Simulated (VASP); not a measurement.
# Ni (Fm-3m) in VASP: settings compared

The runs below take Ni through relaxation of cell and atoms, with PW91, AM05.

Program: VASP 6.6.1. These are calculated values, not measurements. Logs are shortened: lines on timing, memory, paths and dates and some standing lists are left out, and cuts for length are marked.

## (1) The crystal as given

Symmetry: Fm-3m, No. 225, cubic system. The conventional cell has a = 3.475 Å, b = 3.475 Å, c = 3.475 Å, α = 90.00°, β = 90.00°, γ = 90.00°. Around Ni (site symmetry m-3m) lie 12 Ni at 2.46 Å.

## (2) Relaxation of cell and atoms, PW91, collinear spin, ferromagnetic start

The input, INCAR:

```
SYSTEM = Ni
  PREC = Accurate
  ENCUT = 600
  EDIFF = 1E-6
  ISMEAR = -1
  SIGMA = 0.05
  LREAL = .FALSE.
  LASPH = .TRUE.
  NELM = 100
  ALGO = Normal
  ISIF = 3
  LWAVE = .FALSE.
  LCHARG = .FALSE.
  ISPIN = 2
  MAGMOM = 1
  LORBIT = 11
  LMAXMIX = 4
  GGA = 91
  IBRION = 2
  NSW = 60
  EDIFFG = -0.005
```

The input, KPOINTS:

```
regular mesh
0
G
  13 13 13
  0 0 0
```

The input, POSCAR:

```
Ni
1.0
    0.0000000000      1.7375729330      1.7375729330
    1.7375729330      0.0000000000      1.7375729330
    1.7375729330      1.7375729330      0.0000000000
Ni
1
Direct
    0.0000000000      0.0000000000      0.0000000000
```

Potentials or basis: VASP PAW PBE potentials, release 64 (Ni).

Started as:

```sh
$ cat potpaw_PBE.64/Ni/POTCAR > POTCAR
$ mpirun -np 1 vasp_std > vasp.out
```

OUTCAR:

```text
SYSTEM = Ni
   PREC = Accurate
   ENCUT = 600
   EDIFF = 1E-6
   ISMEAR = -1
   LREAL = .FALSE.
   LASPH = .TRUE.
   NELM = 100
   ISIF = 3
   ISPIN = 2
   LORBIT = 11
   GGA = 91
   IBRION = 2
   NSW = 60
   EDIFFG = -0.005

 ion  position               nearest neighbor table
   1  0.000  0.000  0.000-

  LATTYP: Found a face centered cubic cell.
 ALAT       =     3.4751458660

  Lattice vectors:

 A1 = (   0.0000000000,   1.7375729330,   1.7375729330)
 A2 = (   1.7375729330,   0.0000000000,   1.7375729330)
 A3 = (   1.7375729330,   1.7375729330,   0.0000000000)

Analysis of symmetry for initial positions (statically):
=====================================================================
 Subroutine PRICEL returns:
 Original cell was already a primitive cell.

 Routine SETGRP: Setting up the symmetry group for a
 face centered cubic supercell.

 Subroutine GETGRP returns: Found 48 space group operations
 (whereof 48 operations were pure point group operations)
 out of a pool of 48 trial point group operations.

The static configuration has the point symmetry O_h .

Analysis of symmetry for dynamics (positions and initial velocities):
=====================================================================
 Subroutine PRICEL returns:
 Original cell was already a primitive cell.

 Routine SETGRP: Setting up the symmetry group for a
 face centered cubic supercell.

 Subroutine GETGRP returns: Found 48 space group operations
 (whereof 48 operations were pure point group operations)
 out of a pool of 48 trial point group operations.

The dynamic configuration has the point symmetry O_h .

Analysis of structural, dynamic, and magnetic symmetry:
=====================================================================
 Subroutine PRICEL returns:
 Original cell was already a primitive cell.

 Routine SETGRP: Setting up the symmetry group for a
 face centered cubic supercell.

 Subroutine GETGRP returns: Found 48 space group operations
 (whereof 48 operations were pure point group operations)
 out of a pool of 48 trial point group operations.

The overall configuration has the point symmetry O_h .

 Subroutine INISYM returns: Found 48 space group operations
 (whereof 48 operations are pure point group operations),
 and found     1 'primitive' translations

----------------------------------------------------------------------------------------

                                     Primitive cell

  volume of cell :      10.4920

  direct lattice vectors                    reciprocal lattice vectors
     0.000000000  1.737572933  1.737572933    -0.287757705  0.287757705  0.287757705
     1.737572933  0.000000000  1.737572933     0.287757705 -0.287757705  0.287757705
     1.737572933  1.737572933  0.000000000     0.287757705  0.287757705 -0.287757705

  length of vectors
     2.457299207  2.457299207  2.457299207     0.498410966  0.498410966  0.498410966

  position of ions in fractional coordinates (direct lattice)
     0.000000000  0.000000000  0.000000000

  ion indices of the primitive-cell ions
   primitive index   ion index
                 1           1

----------------------------------------------------------------------------------------

 KPOINTS: regular mesh

Automatic generation of k-mesh.
 Grid dimensions read from file:
 generate k-points for:   13   13   13

 Generating k-lattice:

  Cartesian coordinates                     Fractional coordinates (reciprocal lattice)
    -0.022135208  0.022135208  0.022135208     0.076923077  0.000000000  0.000000000
     0.022135208 -0.022135208  0.022135208     0.000000000  0.076923077  0.000000000
     0.022135208  0.022135208 -0.022135208     0.000000000  0.000000000  0.076923077

  Length of vectors
     0.038339305  0.038339305  0.038339305

  Shift w.r.t. Gamma in fractional coordinates (k-lattice)
     0.000000000  0.000000000  0.000000000

 Subroutine IBZKPT returns following result:
 ===========================================

 Found     84 irreducible k-points:

 Following reciprocal coordinates:
            Coordinates               Weight
  0.000000  0.000000  0.000000      1.000000
  0.076923  0.000000  0.000000      8.000000
  0.153846  0.000000  0.000000      8.000000
  0.230769  0.000000  0.000000      8.000000
  0.307692  0.000000  0.000000      8.000000
  0.384615  0.000000  0.000000      8.000000
[... 16 lines left out ...]
  0.384615  0.153846  0.000000     24.000000
  0.461538  0.153846  0.000000     24.000000
 [... further k-points ...]
   k-points           NKPTS =     84   k-points in BZ     NKDIM =     84   number of bands    NBANDS=     10
   number of dos      NEDOS =    301   number of ions     NIONS =      1
   total plane-waves  NPLWV =   8000
   dimension x,y,z NGX =    20 NGY =   20 NGZ =   20
   dimension x,y,z NGXF=    40 NGYF=   40 NGZF=   40
   ions per type =               1
   NGX,Y,Z   is equivalent  to a cutoff of  13.53, 13.53, 13.53 a.u.
   NGXF,Y,Z  is equivalent  to a cutoff of  27.06, 27.06, 27.06 a.u.
 SYSTEM =  Ni
   PREC   = accura    normal or accurate (medium, high low for compatibility)
   ISTART =      0    job   : 0-new  1-cont  2-samecut
   ICHARG =      2    charge: 1-file 2-atom 10-const
   ISPIN  =      2    spin polarized calculation?
   LNONCOLLINEAR =      F non collinear calculations
   LSORBIT =      F    spin-orbit coupling
   LASPH  =      T    aspherical Exc in radial PAW
   ENCUT  =  600.0 eV  44.10 Ry    6.64 a.u.   4.91  4.91  4.91*2*pi/ulx,y,z
   NELM   =    100;   NELMIN=  2; NELMDL= -5     # of ELM steps
   EDIFF  = 0.1E-05   stopping-criterion for ELM
   LREAL  =      F    real-space projection
   EDIFFG = -.5E-02   stopping-criterion for IOM
   NSW    =     60    number of steps for IOM
   IBRION =      2    ionic relax: 0-MD 1-quasi-New 2-CG
   NFREE  =      1    steps in history (QN), initial steepest desc. (CG)
   ISIF   =      3    stress and relaxation
   ISYM   =      2    0-nonsym 1-usesym 2-fastsym
   POTIM  = 0.5000    time-step for ionic-motion
   TEBEG  =    0.0;   TEEND  =   0.0 temperature during run
   PSTRESS=    0.0 pullay stress
   NELECT =      10.0000    total number of electrons
   NUPDOWN=      -1.0000    fix difference up-down
   EMIN   =  10.00;   EMAX   =-10.00  energy-range for DOS
   EFERMI =   0.00;   METHOD = LEGACY
   ISMEAR =    -1;   SIGMA  =   0.05  broadening in eV -4-tet -1-fermi 0-gaus
   EFERMI_NEDOS =   21; number of points for ismear=-14 and -15
   IALGO  =     38    algorithm
   IMIX   =      4    mixing-type and parameters
     AMIX     =   0.40;   BMIX     =  1.00
     AMIX_MAG =   1.60;   BMIX_MAG =  1.00
  volume/ion in A,a.u.               =      10.49        70.80
  Fermi-wavevector in a.u.,A,eV,Ry     =   1.611097  3.044533 35.315755  2.595635
  Thomas-Fermi vector in A             =   2.706542
   LORBIT       =     11    0 simple, 1 ext, 2 COOP (PROOUT), +10 PAW based schemes
   GGA     = 91    functional components
   LHFCALC =     F    Hartree Fock is set to
   AEXX    =    0.0000 exact exchange contribution
   IVDW    =     0    specifies the selected vdW correction
   LEPSILON=     F    determine dielectric tensor
   LRPA    =     F    only Hartree local field effects (RPA)
 conjugate gradient relaxation of ions
 spin polarized calculation
  energy-cutoff  :      600.00
  volume of cell :       10.49
 maximum number of plane-waves:       365
   NGX =  9   NGY =  9   NGZ =  9

--------------------------------------- Ionic step        1  -------------------------------------------

 number of electron      10.0000000 magnetization       1.0000000

 number of electron       9.9999999 magnetization       0.6170148

 Free energy of the ion-electron system (eV)
  ---------------------------------------------------
  ext. energy  EPLUGINS =         0.00000000
  ---------------------------------------------------
  free energy    TOTEN  =        -5.46390405 eV

  energy without entropy =       -5.45105150  energy(sigma->0) =       -5.45747778

------------------------ aborting loop because EDIFF is reached ----------------------------------------

  FORCE on cell =-STRESS in cart. coord.  units (eV):
  Direction    XX          YY          ZZ          XY          YZ          ZX
  --------------------------------------------------------------------------------------
  -------------------------------------------------------------------------------------
  Total        0.5352515      0.5352515      0.5352515     -0.0000000     -0.0000000      0.0000000
  in kB       81.7352473     81.7352473     81.7352473     -0.0000000     -0.0000000      0.0000000
  external PRESSURE =      81.7352473 kB  Pullay stress =       0.0000000 kB
[... 55 lines left out ...]
  energy  without entropy=       -5.4499035566  energy(sigma->0) =       -5.45702148

--------------------------------------- Ionic step        3  -------------------------------------------

 number of electron      10.0000009 magnetization       0.6188460

 Free energy of the ion-electron system (eV)
  ---------------------------------------------------
  ext. energy  EPLUGINS =         0.00000000
  ---------------------------------------------------
  free energy    TOTEN  =        -5.47382259 eV

  energy without entropy =       -5.46029429  energy(sigma->0) =       -5.46705844

 E-fermi :   9.2757     XC(G=0): -13.2697

 val. band max:        9.2751411459   @ k =  -0.4615   0.4615   0.0000
 cond. band min:       9.2880971681   @ k =  -0.3846   0.3077   0.0000
 fundamental gap:      0.0129560222
 Fermi energy:         9.2757285567

 spin component 1

 k-point     1 :       0.0000    0.0000    0.0000
  band No.  band energies     occupation
      1       0.3300      1.00000
      2       6.8916      1.00000
      3       6.8916      1.00000
      4       6.8916      1.00000
      5       8.0428      1.00000
      6       8.0428      1.00000
      7      33.0694      0.00000
      8      36.8628      0.00000
      9      36.8628      0.00000
     10      36.8628      0.00000
[... 287 lines left out ...]
 k-point    24 :       0.4615    0.1538    0.0000
  band No.  band energies     occupation
      1       4.8350      1.00000
      2       6.4967      1.00000
      3       6.9189      1.00000
      4       7.2886      1.00000
      5       8.7390      0.99998
      6      10.1517      0.00000
      7      17.1992      0.00000
      8      28.1207      0.00000
      9      29.7296      0.00000
     10      31.9053      0.00000

 [... further k-points ...]

 spin component 2

 k-point     1 :       0.0000    0.0000    0.0000
  band No.  band energies     occupation
      1       0.3194      1.00000
      2       7.5860      1.00000
      3       7.5860      1.00000
      4       7.5860      1.00000
      5       8.6112      1.00000
      6       8.6112      1.00000
      7      32.9442      0.00000
      8      36.8623      0.00000
      9      36.8623      0.00000
     10      36.8624      0.00000
[... 327 lines left out ...]
  FREE ENERGIE OF THE ION-ELECTRON SYSTEM (eV)
  ---------------------------------------------------
  free  energy   TOTEN  =        -5.4738225925 eV

  energy  without entropy=       -5.4602942921  energy(sigma->0) =       -5.46705844

 reached required accuracy - stopping structural energy minimisation

 total charge

# of ion       s       p       d       tot
------------------------------------------
    1        0.497   0.493   8.328   9.318

 magnetization (x)

# of ion       s       p       d       tot
------------------------------------------
    1       -0.005  -0.021   0.655   0.628
```

Run time: 77 s. Hardware: 1 thread of AMD EPYC 7R13 (Zen 3), shared host; peak memory 0.12 GiB.

What came out:

| Item | Value |
| --- | --- |
| Free energy | -5.4738 eV |
| Relaxed volume | 10.90 Å³/atom |
| Relaxed cell | a = 2.489 Å, b = 2.489 Å, c = 2.489 Å, α = 60.00°, β = 60.00°, γ = 60.00° |
| Space group after relaxing (to 0.05 Å) | Fm-3m (No. 225) |
| Energy gained by relaxing | 9.9 meV/atom |
| Ionic steps | 3 |
| Pressure after relaxing | 0.0 GPa |
| Band gap on the k mesh | none (metal or under the smearing width) |
| Net moment | 0.62 μB per cell |
| Site moments | Ni +0.63 μB |
| Valence electrons inside the program's atomic spheres | Ni 9.32 |

The path:
```csv
step,energy change (eV),largest force (eV/Å),pressure (GPa),volume (Å³)
1,0.0000,0.0000,8.17,10.49
2,-0.0002,0.0000,-6.92,11.33
3,-0.0099,0.0000,-0.02,10.90
```

Final structure:
```yaml
crystal:
  lattice:
    - [0.00000, 1.75970, 1.75970]
    - [1.75970, 0.00000, 1.75970]
    - [1.75970, 1.75970, 0.00000]
  atoms:
    - { symbol: Ni, position: [0.00000, 0.00000, 0.00000] }
```

Levels at points of the mesh, in eV from the Fermi level:
Spin up:
```tsv
k point	band 2	band 3	band 4	band 5	band 6	band 7	band 8	band 9
(0.00, 0.00, 0.00)	-2.38	-2.38	-2.38	-1.23	-1.23	23.79	27.59	27.59
```
Spin down:
```tsv
k point	band 2	band 3	band 4	band 5	band 6	band 7	band 8	band 9
(0.00, 0.00, 0.00)	-1.69	-1.69	-1.69	-0.66	-0.66	23.67	27.59	27.59
```

Caveat: the PAW data sets were made with another functional, which shifts forces and pressure a little.

## (3) Relaxation of cell and atoms, AM05, collinear spin, ferromagnetic start

The input, INCAR:

```
SYSTEM = Ni
  PREC = Accurate
  ENCUT = 600
  EDIFF = 1E-7
  ISMEAR = -1
  SIGMA = 0.05
  LREAL = .False.
  LASPH = .True.
  NELM = 150
  ALGO = Normal
  ISIF = 3
  LWAVE = .False.
  LCHARG = .False.
  ISPIN = 2
  MAGMOM = 1
  LORBIT = 11
  LMAXMIX = 4
  GGA = AM
  IBRION = 2
  NSW = 60
  EDIFFG = -0.01
```

The input, KPOINTS:

```
Automatic mesh
0
Gamma
  13 13 13
  0 0 0
```

POSCAR is that of step 2.

Potentials or basis: VASP PAW PBE potentials, release 64 (Ni).

Started as:

```sh
$ cat potpaw_PBE.64/Ni/POTCAR > POTCAR
$ mpirun -np 1 vasp_std > vasp.out
```

It took 53 s on 1 thread of AMD EPYC 7R13 (Zen 3), shared host; peak memory 0.12 GiB.

Results (log left out):

```
Free energy                                           : -5.9036 eV
Relaxed volume                                        : 10.34 Å³/atom
Relaxed cell                                          : a = 2.445 Å, b = 2.445 Å, c = 2.445 Å, α = 60.00°, β = 60.00°, γ = 60.00°
Space group after relaxing (to 0.05 Å)                : Fm-3m (No. 225)
Energy gained by relaxing                             : 1.6 meV/atom
Ionic steps                                           : 3
Pressure after relaxing                               : 0.0 GPa
Band gap on the k mesh                                : none (metal or under the smearing width)
Net moment                                            : 0.62 μB per cell
Site moments                                          : Ni +0.63 μB
Valence electrons inside the program's atomic spheres : Ni 9.40
```

Step by step:
| step | energy change (eV) | largest force (eV/Å) | pressure (GPa) | volume (Å³) |
| --- | --- | --- | --- | --- |
| 1 | 0.0000 | 0.0000 | -3.24 | 10.49 |
| 2 | 0.0004 | 0.0000 | 3.86 | 10.17 |
| 3 | -0.0016 | 0.0000 | -0.01 | 10.34 |

Final structure:
```xyz
1
Lattice="0.0000 1.7292 1.7292 1.7292 0.0000 1.7292 1.7292 1.7292 0.0000" Properties=species:S:1:pos:R:3 pbc="T T T"
Ni    0.0000    0.0000    0.0000
```

Levels at points of the mesh, in eV from the Fermi level:
Spin up:
| k point | band 2 | band 3 | band 4 | band 5 | band 6 | band 7 | band 8 | band 9 |
| --- | --- | --- | --- | --- | --- | --- | --- | --- |
| (0.00, 0.00, 0.00) | -2.55 | -2.55 | -2.55 | -1.31 | -1.31 | 24.05 | 28.37 | 28.37 |
Spin down:
```tsv
k point	band 2	band 3	band 4	band 5	band 6	band 7	band 8	band 9
(0.00, 0.00, 0.00)	-1.85	-1.85	-1.85	-0.67	-0.67	23.99	28.38	28.38
```

Caveat: the PAW data sets were made with another functional, which shifts forces and pressure a little.

## (4) The reference run

An earlier run on the cell as given: functional PBEsol; potentials or basis VASP PAW PBE potentials, release 64 (Ni); cutoff 520 eV; k mesh 13 × 13 × 13; occupations fermi-dirac, width 0.05 eV; collinear spin, ferromagnetic start; starting moments [1.0] μB.

- Pressure: -2.4 GPa
- Band gap on the k mesh: none (metal or under the smearing width)
- Net moment: 0.62 μB per cell
- Site moments: Ni +0.63 μB
- Valence electrons inside the program's atomic spheres: Ni 9.38

## (5) The runs side by side

```tsv
task	level	cell	cutoff (eV)	ladder	gap on the mesh (eV)	pressure (GPa)	moment (μB)	relaxed volume (Å³/atom)
relaxation of cell and atoms	PW91	relaxed	600	-	none	0.0	0.62	10.90
relaxation of cell and atoms	AM05	relaxed	600	-	none	0.0	0.62	10.34
single point	PBEsol	as given	520	free	none	-2.4	0.62	-
```

Alike in all rows: potentials or basis VASP PAW PBE potentials, release 64 (Ni); spin collinear, ferromagnetic start; k mesh 13 × 13 × 13; smearing fermi-dirac 0.05 eV.

Caveats: the PAW data sets were made with another functional, which shifts forces and pressure a little.

Total energies depend on the potentials used, so only differences within one code and one set of settings carry meaning.
